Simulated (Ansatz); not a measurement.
Crystal: Si2Mo.

```
Mo Si
1.0
     4.58547    0.00000    0.00000
    -2.29274    3.97113    0.00000
     0.00000    0.00000    6.57976
Mo Si
3 6
Cartesian
  1.1464 1.9856 5.4831
  -1.1464 1.9856 1.0966
  2.2927 0.0000 3.2899
  0.0000 1.3015 3.2899
  1.1656 3.3204 1.0966
  3.4583 0.6508 5.4831
  2.2927 2.6696 3.2899
  1.1272 0.6508 1.0966
  -1.1656 3.3204 5.4831
```

Measurements of this composition are mostly on another form, of space group No. 139.

| Item | Value |
| --- | --- |
| Program | Ansatz 0.2.0 |
| Task | relaxation of cell and atoms |
| Functional | revPBE |
| Potentials or basis | Ansatz PAW |
| Cutoff | 420 eV (not typed: the program's choice for these potentials) |
| k mesh | 5 × 5 × 3 |
| Occupations | fermi-dirac, width 0.05 eV |
| Spin | no spin polarisation |

At the start: volume 13.31 Å³/atom.

Problem. Where does the relaxation end?

Solution. It ends after 5 steps and the volume is 13.66 Å³/atom (+2.6 %); space group P6_222 (No. 180, to 0.05 Å).

The path:
```
step  energy change (eV)  largest force (eV/Å)  volume (Å³)
   1              0.0000                0.0102       119.81
   2             -0.0480                0.0453       123.70
   3             -0.0515                0.0094       122.97
   4             -0.0516                0.0015       122.93
   5             -0.0524                0.0015       122.93
```

Final structure:
```
CELL_PARAMETERS angstrom
4.62858 0.00000 0.00000
-2.31429 4.00847 0.00000
0.00000 0.00000 6.62590
ATOMIC_POSITIONS crystal
Mo 0.50000 0.50000 0.83333
Mo 0.00000 0.50000 0.16667
Mo 0.50000 0.00000 0.50000
Si 0.16399 0.32798 0.50000
Si 0.67202 0.83601 0.16667
Si 0.83601 0.16399 0.83333
Si 0.83601 0.67202 0.50000
Si 0.32798 0.16399 0.16667
Si 0.16399 0.83601 0.83333
```

Caveat: the plane-wave basis is chosen anew once the cell has moved, so the energies of steps on either side of that aren't comparable; the PAW data sets come from PBE, with cores solved anew for the run's functional, which leaves a small shift of forces and pressure.
